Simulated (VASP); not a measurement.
# KCl (Sylvite) (Fm-3m) in VASP: notebook

Runs on KCl (Sylvite). Level: PBEsol. Tasks: single point.

All numbers are computed with VASP 6.6.1; they aren't measurements. Logs are shortened: lines on timing, memory, paths and dates and some standing lists are left out, and cuts for length are marked.

**The experiment to reproduce.**

From a printed reference work, monograph, for a bulk crystal of KCl: band gap 8.68 eV.

The results are compared with them further down.

### Step 1. The cell of the first run

Symmetry: Fm-3m, No. 225, cubic system. Conventional cell: a = 5.890 Å, b = 5.890 Å, c = 5.890 Å, α = 90.00°, β = 90.00°, γ = 90.00°. Within 3.9 Å of K (site symmetry m-3m) lie 6 Cl at 2.95 Å. Within 3.9 Å of Cl (site symmetry m-3m) lie 6 K at 2.95 Å.

### Step 2. Single point, PBEsol

The input, INCAR:

```
PREC     = Accurate       # precision mode
ENCUT    = 500            # plane-wave cutoff, eV
EDIFF    = 1E-6           # SCF threshold, eV
ISMEAR   = 0              # smearing method
SIGMA    = 0.01           # smearing width, eV
LREAL    = F              # projectors in reciprocal space
LASPH    = T              # aspherical terms in the spheres
NELM     = 120            # most SCF steps
ALGO     = Normal         # electronic algorithm
ISIF     = 2              # what is computed and relaxed
LWAVE    = F              # write WAVECAR
LCHARG   = F              # write CHGCAR
GGA      = PS             # functional
NBANDS   = 15             # bands
GGA_COMPAT= F
```

The input, KPOINTS:

```
Automatic mesh
0
Gamma
  6 6 6
```

The input, POSCAR:

```
KCl
1.0
    0.0000000000      2.9451216824      2.9451216824
    2.9451216824      0.0000000000      2.9451216824
    2.9451216824      2.9451216824      0.0000000000
K Cl
1 1
Direct
    0.0000000000      0.0000000000      0.0000000000
    0.5000000000      0.5000000000      0.5000000000
```

Potentials or basis: VASP PAW PBE potentials, release 64 (K_sv, Cl).

On the command line:

```bash
$ cat potpaw_PBE.64/K_sv/POTCAR potpaw_PBE.64/Cl/POTCAR > POTCAR
$ mpirun -np 1 vasp_std > vasp.out
```

OUTCAR:

```text
PREC = Accurate
   ENCUT = 500
   EDIFF = 1E-6
   ISMEAR = 0
   LREAL = F
   LASPH = T
   NELM = 120
   ISIF = 2
   GGA = PS

 ion  position               nearest neighbor table
   1  0.000  0.000  0.000-   2 2.95   2 2.95   2 2.95   2 2.95   2 2.95   2 2.95
   2  0.500  0.500  0.500-   1 2.95   1 2.95   1 2.95   1 2.95   1 2.95   1 2.95

  LATTYP: Found a face centered cubic cell.
 ALAT       =     5.8902433648

  Lattice vectors:

 A1 = (   0.0000000000,   2.9451216824,   2.9451216824)
 A2 = (   2.9451216824,   0.0000000000,   2.9451216824)
 A3 = (   2.9451216824,   2.9451216824,   0.0000000000)

Analysis of symmetry for initial positions (statically):
=====================================================================
 Subroutine PRICEL returns:
 Original cell was already a primitive cell.

 Routine SETGRP: Setting up the symmetry group for a
 face centered cubic supercell.

 Subroutine GETGRP returns: Found 48 space group operations
 (whereof 48 operations were pure point group operations)
 out of a pool of 48 trial point group operations.

The static configuration has the point symmetry O_h .

Analysis of symmetry for dynamics (positions and initial velocities):
=====================================================================
 Subroutine PRICEL returns:
 Original cell was already a primitive cell.

 Routine SETGRP: Setting up the symmetry group for a
 face centered cubic supercell.

 Subroutine GETGRP returns: Found 48 space group operations
 (whereof 48 operations were pure point group operations)
 out of a pool of 48 trial point group operations.

The dynamic configuration has the point symmetry O_h .

 Subroutine INISYM returns: Found 48 space group operations
 (whereof 48 operations are pure point group operations),
 and found     1 'primitive' translations

----------------------------------------------------------------------------------------

                                     Primitive cell

  volume of cell :      51.0904

  direct lattice vectors                    reciprocal lattice vectors
     0.000000000  2.945121682  2.945121682    -0.169772272  0.169772272  0.169772272
     2.945121682  0.000000000  2.945121682     0.169772272 -0.169772272  0.169772272
     2.945121682  2.945121682  0.000000000     0.169772272  0.169772272 -0.169772272

  length of vectors
     4.165031026  4.165031026  4.165031026     0.294054201  0.294054201  0.294054201

  position of ions in fractional coordinates (direct lattice)
     0.000000000  0.000000000  0.000000000
     0.500000000  0.500000000  0.500000000

  ion indices of the primitive-cell ions
   primitive index   ion index
                 1           1
                 2           2

----------------------------------------------------------------------------------------

 KPOINTS: Automatic mesh

Automatic generation of k-mesh.
 Grid dimensions read from file:
 generate k-points for:    6    6    6

 Generating k-lattice:

  Cartesian coordinates                     Fractional coordinates (reciprocal lattice)
    -0.028295379  0.028295379  0.028295379     0.166666667  0.000000000  0.000000000
     0.028295379 -0.028295379  0.028295379     0.000000000  0.166666667  0.000000000
     0.028295379  0.028295379 -0.028295379     0.000000000  0.000000000  0.166666667

  Length of vectors
     0.049009034  0.049009034  0.049009034

  Shift w.r.t. Gamma in fractional coordinates (k-lattice)
     0.000000000  0.000000000  0.000000000

 Subroutine IBZKPT returns following result:
 ===========================================

 Found     16 irreducible k-points:

 Following reciprocal coordinates:
            Coordinates               Weight
  0.000000  0.000000  0.000000      1.000000
  0.166667  0.000000  0.000000      8.000000
  0.333333  0.000000  0.000000      8.000000
  0.500000  0.000000  0.000000      4.000000
  0.166667  0.166667  0.000000      6.000000
  0.333333  0.166667  0.000000     24.000000
[... 8 lines left out ...]
 -0.333333  0.333333  0.166667     24.000000
 -0.333333  0.500000  0.166667     12.000000
   k-points           NKPTS =     16   k-points in BZ     NKDIM =     16   number of bands    NBANDS=     15
   number of dos      NEDOS =    301   number of ions     NIONS =      2
   total plane-waves  NPLWV =  27000
   dimension x,y,z NGX =    30 NGY =   30 NGZ =   30
   dimension x,y,z NGXF=    60 NGYF=   60 NGZF=   60
   ions per type =               1   1
   NGX,Y,Z   is equivalent  to a cutoff of  11.97, 11.97, 11.97 a.u.
   NGXF,Y,Z  is equivalent  to a cutoff of  23.95, 23.95, 23.95 a.u.
 SYSTEM =  unknown system
   PREC   = accura    normal or accurate (medium, high low for compatibility)
   ISTART =      0    job   : 0-new  1-cont  2-samecut
   ICHARG =      2    charge: 1-file 2-atom 10-const
   ISPIN  =      1    spin polarized calculation?
   LNONCOLLINEAR =      F non collinear calculations
   LSORBIT =      F    spin-orbit coupling
   LASPH  =      T    aspherical Exc in radial PAW
   ENCUT  =  500.0 eV  36.75 Ry    6.06 a.u.   7.59  7.59  7.59*2*pi/ulx,y,z
   NELM   =    120;   NELMIN=  2; NELMDL= -5     # of ELM steps
   EDIFF  = 0.1E-05   stopping-criterion for ELM
   LREAL  =      F    real-space projection
   EDIFFG = 0.1E-04   stopping-criterion for IOM
   NSW    =      0    number of steps for IOM
   IBRION =     -1    ionic relax: 0-MD 1-quasi-New 2-CG
   NFREE  =      0    steps in history (QN), initial steepest desc. (CG)
   ISIF   =      2    stress and relaxation
   ISYM   =      2    0-nonsym 1-usesym 2-fastsym
   POTIM  = 0.5000    time-step for ionic-motion
   TEBEG  =    0.0;   TEEND  =   0.0 temperature during run
   PSTRESS=    0.0 pullay stress
   NELECT =      16.0000    total number of electrons
   NUPDOWN=      -1.0000    fix difference up-down
   EMIN   =  10.00;   EMAX   =-10.00  energy-range for DOS
   EFERMI =   0.00;   METHOD = LEGACY
   ISMEAR =     0;   SIGMA  =   0.01  broadening in eV -4-tet -1-fermi 0-gaus
   EFERMI_NEDOS =   21; number of points for ismear=-14 and -15
   IALGO  =     38    algorithm
   IMIX   =      4    mixing-type and parameters
     AMIX     =   0.40;   BMIX     =  1.00
     AMIX_MAG =   1.60;   BMIX_MAG =  1.00
  volume/ion in A,a.u.               =      25.55       172.39
  Fermi-wavevector in a.u.,A,eV,Ry     =   1.111736  2.100876 16.816208  1.235956
  Thomas-Fermi vector in A             =   2.248302
   LORBIT       =      0    0 simple, 1 ext, 2 COOP (PROOUT), +10 PAW based schemes
   GGA     = PS    functional components
   LHFCALC =     F    Hartree Fock is set to
   AEXX    =    0.0000 exact exchange contribution
   IVDW    =     0    specifies the selected vdW correction
   LEPSILON=     F    determine dielectric tensor
   LRPA    =     F    only Hartree local field effects (RPA)
 non-spin polarized calculation
 Gauss-broadening in eV      SIGMA  =   0.01
  energy-cutoff  :      500.00
  volume of cell :       51.09
 maximum number of plane-waves:      1313
   NGX = 15   NGY = 15   NGZ = 15

 number of electron      16.0000001 magnetization

 Free energy of the ion-electron system (eV)
  ---------------------------------------------------
  ext. energy  EPLUGINS =         0.00000000
  ---------------------------------------------------
  free energy    TOTEN  =        -6.88730421 eV

  energy without entropy =       -6.88730421  energy(sigma->0) =       -6.88730421

 E-fermi :  -0.8860     XC(G=0):  -8.6109

 val. band max:       -0.9884339308   @ k =   0.0000   0.0000   0.0000
 cond. band min:       4.7438654355   @ k =   0.0000   0.0000   0.0000
 fundamental gap:      5.7322993663
 Fermi energy:        -0.8860314662

 k-point     1 :       0.0000    0.0000    0.0000
  band No.  band energies     occupation
      1     -27.6183      2.00000
      2     -13.3545      2.00000
      3     -11.1458      2.00000
      4     -11.1458      2.00000
      5     -11.1458      2.00000
      6      -0.9884      2.00000
      7      -0.9884      2.00000
      8      -0.9884      2.00000
      9       4.7439      0.00000
     10       7.2937      0.00000
     11       7.2937      0.00000
     12       7.2937      0.00000
     13       8.3137      0.00000
     14       8.3137      0.00000
     15      12.3605      0.00000

 k-point     2 :       0.1667    0.0000    0.0000
  band No.  band energies     occupation
      1     -27.6106      2.00000
      2     -13.4404      2.00000
      3     -11.1496      2.00000
      4     -11.1496      2.00000
      5     -11.0373      2.00000
      6      -1.4414      2.00000
      7      -1.1351      2.00000
      8      -1.1351      2.00000
      9       5.5041      0.00000
     10       7.1556      0.00000
     11       7.7179      0.00000
     12       7.7179      0.00000
     13       8.8348      0.00000
     14       8.8348      0.00000
     15      13.5530      0.00000

 k-point     3 :       0.3333    0.0000    0.0000
  band No.  band energies     occupation
      1     -27.5951      2.00000
      2     -13.5938      2.00000
      3     -11.1569      2.00000
      4     -11.1569      2.00000
      5     -10.8358      2.00000
      6      -2.1732      2.00000
      7      -1.4050      2.00000
      8      -1.4050      2.00000
      9       6.6041      0.00000
     10       7.6537      0.00000
     11       8.8814      0.00000
     12       8.8814      0.00000
     13      10.1353      0.00000
     14      10.1353      0.00000
     15      13.0826      0.00000
[... 199 lines left out ...]
 k-point    15 :      -0.3333    0.3333    0.1667
  band No.  band energies     occupation
      1     -27.5806      2.00000
      2     -13.4441      2.00000
      3     -11.3177      2.00000
      4     -11.2783      2.00000
      5     -10.9558      2.00000
      6      -1.9744      2.00000
      7      -1.5638      2.00000
      8      -1.5040      2.00000
      9       7.1213      0.00000
     10       7.3727      0.00000
     11       9.5574      0.00000
     12       9.7716      0.00000
     13      10.8759      0.00000
     14      11.7676      0.00000
     15      11.8859      0.00000

 k-point    16 :      -0.3333    0.5000    0.1667
  band No.  band energies     occupation
      1     -27.5786      2.00000
      2     -13.3199      2.00000
      3     -11.4174      2.00000
      4     -11.3187      2.00000
      5     -11.0582      2.00000
      6      -1.6858      2.00000
      7      -1.6068      2.00000
      8      -1.4312      2.00000
      9       6.0710      0.00000
     10       8.3348      0.00000
     11       8.9095      0.00000
     12       9.9241      0.00000
     13      10.5965      0.00000
     14      11.4659      0.00000
     15      12.3930      0.00000

------------------------ aborting loop because EDIFF is reached ----------------------------------------

  FORCE on cell =-STRESS in cart. coord.  units (eV):
  Direction    XX          YY          ZZ          XY          YZ          ZX
  --------------------------------------------------------------------------------------
  -------------------------------------------------------------------------------------
  Total        1.6213762      1.6213762      1.6213762     -0.0000000     -0.0000000      0.0000000
  in kB       50.8457487     50.8457487     50.8457487     -0.0000000     -0.0000000      0.0000000
  external PRESSURE =      50.8457487 kB  Pullay stress =       0.0000000 kB

 VOLUME and BASIS-vectors are now :
 -----------------------------------------------------------------------------
  energy-cutoff  :      500.00
  volume of cell :       51.09
      direct lattice vectors                 reciprocal lattice vectors
     0.000000000  2.945121682  2.945121682    -0.169772272  0.169772272  0.169772272
     2.945121682  0.000000000  2.945121682     0.169772272 -0.169772272  0.169772272
     2.945121682  2.945121682  0.000000000     0.169772272  0.169772272 -0.169772272

 POSITION                                       TOTAL-FORCE (eV/Angst)
 -----------------------------------------------------------------------------------
      0.00000      0.00000      0.00000        -0.000000     -0.000000      0.000000
      2.94512      2.94512      2.94512         0.000000      0.000000     -0.000000
 -----------------------------------------------------------------------------------
    total drift:                                0.000000      0.000000      0.000000

  FREE ENERGIE OF THE ION-ELECTRON SYSTEM (eV)
  ---------------------------------------------------
  free  energy   TOTEN  =        -6.8873042095 eV

  energy  without entropy=       -6.8873042095  energy(sigma->0) =       -6.88730421
```

It took 5.3 s on 1 thread of Intel Xeon 6975P-C (Granite Rapids), shared host; peak memory 0.16 GiB.

What came out:

* Free energy: -6.8873 eV
* Pressure: 5.1 GPa
* Band gap on the k mesh: 5.73 eV, direct

Levels at points of the mesh, in eV from the valence-band top:
```tsv
k point	band 6	band 7	band 8	band 9	band 10	band 11
(0.00, 0.00, 0.00)	0.00	0.00	0.00	5.73	8.28	8.28
(0.50, 0.00, 0.00)	-1.50	-0.54	-0.54	7.95	9.21	11.08
(0.50, 0.50, 0.00)	-0.79	-0.26	-0.26	6.09	9.14	10.50
```

Caveat: the PAW data sets were made with another functional, which shifts forces and pressure a little. A k mesh can miss the band edges.

### Step 3. Single point, PBEsol

This run uses another cell than the first one, of 30.41 Å³/atom, 1.190 times its volume.

The input, INCAR:

```
ALGO = Normal
EDIFF = 1E-6
ENCUT = 500
GGA = PS
GGA_COMPAT = F
ISIF = 2
ISMEAR = 0
LASPH = T
LCHARG = F
LREAL = F
LWAVE = F
NBANDS = 15
NELM = 120
PREC = Accurate
SIGMA = 0.02
```

The input, KPOINTS:

```
k-points
0
Gamma
  6 6 6
```

The input, POSCAR:

```
KCl
1.0
    0.0000000000      3.1212795899      3.1212795899
    3.1212795899      0.0000000000      3.1212795899
    3.1212795899      3.1212795899      0.0000000000
K Cl
1 1
Direct
    0.0000000000      0.0000000000      0.0000000000
    0.5000000000      0.5000000000      0.5000000000
```

Potentials or basis: VASP PAW PBE potentials, release 64 (K_sv, Cl).

On the command line:

```bash
$ cat potpaw_PBE.64/K_sv/POTCAR potpaw_PBE.64/Cl/POTCAR > POTCAR
$ mpirun -np 1 vasp_std > vasp.out
```

It took 5.2 s on 1 thread of Intel Xeon 6975P-C (Granite Rapids), shared host; peak memory 0.17 GiB.

The run converged. Its results:

| Property | Result |
| --- | --- |
| Free energy | -7.0231 eV |
| Pressure | 0.0 GPa |
| Band gap on the k mesh | 5.10 eV, direct |

Levels at points of the mesh, in eV from the valence-band top:
```tsv
k point	band 6	band 7	band 8	band 9	band 10	band 11
(0.00, 0.00, 0.00)	0.00	0.00	0.00	5.10	8.30	8.30
(0.50, 0.00, 0.00)	-1.13	-0.35	-0.35	7.49	8.58	10.56
(0.50, 0.50, 0.00)	-0.69	-0.23	-0.23	6.38	8.33	10.04
```

Caveat: the PAW data sets were made with another functional, which shifts forces and pressure a little.

### Step 4. Single point, PBEsol

This run uses another cell than the first one, of 30.42 Å³/atom, 1.191 times its volume.

The input, INCAR:

```
PREC = Accurate
ENCUT = 500
EDIFF = 1E-6
ISMEAR = 0
SIGMA = 0.01
LREAL = False
LASPH = True
NELM = 120
ALGO = Normal
ISIF = 2
LWAVE = False
LCHARG = False
GGA = PS
NBANDS = 15
GGA_COMPAT = False
```

The input, KPOINTS:

```
regular mesh
0
Gamma
  6 6 6
```

The input, POSCAR:

```
KCl
1.0
    0.0000000000      3.1215874723      3.1215874723
    3.1215874723      0.0000000000      3.1215874723
    3.1215874723      3.1215874723      0.0000000000
K Cl
1 1
Direct
    0.0000000000      0.0000000000      0.0000000000
    0.5000000000      0.5000000000      0.5000000000
```

On the command line:

```bash
$ cat potpaw_PBE.64/K_sv/POTCAR potpaw_PBE.64/Cl/POTCAR > POTCAR
$ mpirun -np 1 vasp_std > vasp.out
```

Run time: 5.1 s. Hardware: 1 thread of Intel Xeon 6975P-C (Granite Rapids), shared host; peak memory 0.17 GiB.

Results (log left out):

| Property | Result |
| --- | --- |
| Free energy | -7.0231 eV |
| Pressure | 0.0 GPa |
| Band gap on the k mesh | 5.10 eV, direct |

Levels at points of the mesh, in eV from the valence-band top:
```csv
k point,band 6,band 7,band 8,band 9,band 10,band 11
"(0.00, 0.00, 0.00)",0.00,0.00,0.00,5.10,8.30,8.30
"(0.50, 0.00, 0.00)",-1.13,-0.35,-0.35,7.49,8.58,10.56
"(0.50, 0.50, 0.00)",-0.69,-0.23,-0.23,6.38,8.33,10.04
```

Caveat: the PAW data sets were made with another functional, which shifts forces and pressure a little.

### Step 5. Summary

```csv
cell,smearing,gap on the mesh (eV),pressure (GPa)
"a = 4.165 Å, angles 60.0°, 2 atoms",gaussian 0.01 eV,5.73,5.1
"a = 4.414 Å, angles 60.0°, 2 atoms",gaussian 0.02 eV,5.10,0.0
"a = 4.415 Å, angles 60.0°, 2 atoms",gaussian 0.01 eV,5.10,0.0
```

Alike in all rows: task single point; level PBEsol; potentials or basis VASP PAW PBE potentials, release 64 (K_sv, Cl); no spin polarisation; k mesh 6 × 6 × 6; cutoff (eV) 500.

Caveats: the PAW data sets were made with another functional, which shifts forces and pressure a little.

Absolute energies hang on the potentials; compare differences alone.

### Step 6. How close it comes

Step 3. A measured gap of KCl is 8.68 eV (a printed reference work, monograph); the calculated 5.10 eV misses it by -3.58 eV. The value is that of PBEsol, without temperature or zero-point motion. Semilocal functionals fall short of measured gaps as a rule.
